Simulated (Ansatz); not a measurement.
## A decomposition energy, worked out: Hg2Se

Theory: Ansatz 0.2.0, DFT PBE, scalar-relativistic, plane waves, PAW. Settings: cutoff 420 eV, Γ-centred meshes spaced at most about 0.3 Å⁻¹, and about 0.25 Å⁻¹ or finer for metals (2π included), Gaussian smearing. No spin polarisation.

Formation energies are uncorrected and refer to the elements' standard structures at the same level. The references include crystalline Hg.

These are static total energies at zero pressure. These runs have no spin–orbit coupling, which can matter for Hg. The reference form of Se is held partly by dispersion forces, which this level lacks.

A trial structure of Hg2Se (reached from: SnBr2 type (P-3m1); relaxed: space group P-3m1 (No. 164), a = 4.153 Å, c = 5.130 Å) has a formation energy of -0.037 eV/atom. At its composition the lowest mixture among the elements and 1 reference phase computed alike (others may be missing) consists of these:

```tsv
phase	source	ΔE_f (eV/atom)
Hg (solid)	element	-0.019
HgSe (F-43m)	Materials Project	-0.219
```

The lowest database cell of Hg (-0.019) lies slightly below the reference, hence the non-zero entry.

Question: Write the balanced decomposition and find its energy per atom, per formula unit and per mole of formula units.

Answer: Balancing Hg and Se gives Hg2Se → Hg + HgSe. The left side holds 3 atoms, and the products take 1/3 (Hg) and 2/3 (HgSe) of them. The mixture therefore lies at 1/3 × (-0.019) + 2/3 × (-0.219) = -0.152 eV/atom. The reaction energy is -0.152 − (-0.037) = -0.115 eV/atom. Times 3 atoms that is -0.345 eV per Hg2Se, and times 96.485 it is -33 kJ per mole of Hg2Se. Decomposition is downhill, so the trial structure is unstable against this mixture.
